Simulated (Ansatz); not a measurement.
## KCl and the effect of the dispersion correction

The cell as given:

Symmetry: Fm-3m, No. 225, cubic system. The conventional cell has a = 6.293 Å, b = 6.293 Å, c = 6.293 Å, α = 90.00°, β = 90.00°, γ = 90.00°. K (site symmetry m-3m) has 6 Cl at 3.15 Å as nearest neighbours. Around Cl (site symmetry m-3m) lie 6 K at 3.15 Å.

Kept alike: task relaxation of cell and atoms; functional PBEsol; k mesh 7 × 7 × 7; occupations fermi-dirac, width 0.05 eV; no spin polarisation. Program: Ansatz, Ansatz PAW, cutoff 420 eV. The mesh is that of the run's cell of 2 atoms. No spin-orbit coupling.

| dispersion correction | volume (Å³/atom) |
| --- | --- |
| D3(BJ) | 28.788 |
| D3(BJ)-ATM | 28.926 |
| D4 | 29.777 |
| none | 30.409 |

The relaxations keep at least the cell's symmetry (Fm-3m). Relaxations stop with a little pressure left, so the last digits of a volume or edge aren't settled. All rows use potentials made for PBE.

The volume runs from 28.788 (D3(BJ)) to 30.409 Å³/atom (none). Against no correction: D3(BJ) -5.3 %; D3(BJ)-ATM -4.9 %; D4 -2.1 %. Dispersion terms mostly attract and so lower the volume; the schemes' coefficients and damping set how far. Measured: 31.15 Å³/atom at 298.15 K (a printed reference work); nearest none, 0.74 Å³/atom off. The runs are for a static lattice.
